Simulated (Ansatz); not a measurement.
LiH:

```
Li H
1.0
     0.00000    2.03675    2.03675
     2.03675    0.00000    2.03675
     2.03675    2.03675    0.00000
Li H
1 1
Direct
  0.00000 0.00000 0.00000
  0.50000 0.50000 0.50000
```

Base run:

- Program: Ansatz 0.2.0
- Functional: PBE
- Potentials or basis: all-electron LAPW, scalar-relativistic
- Cutoff: 176 eV
- Density cutoff: 703 eV
- Basis error allowed: 0.001 eV/atom
- k mesh: 11 × 11 × 11
- Occupations: fermi-dirac, width 0.05 eV
- Spin: no spin polarisation

Its results: band gap on the k mesh 3.20 eV, direct; pressure -1.7 GPa.

Problem. The run is repeated on the same cell with these changes: functional from PBE to LDA. What comes out?

Solution. Band gap on the k mesh 2.85 eV, direct; pressure -4.1 GPa.

LDA binds more tightly than PBE, so the same cell stands under less pressure.

Caveats: an odd mesh through Γ misses points on the zone boundary, where band edges often lie (some runs); the mesh misses the band edges, which the band path finds closer together (some runs).

Not every run made on this cell is shown here.
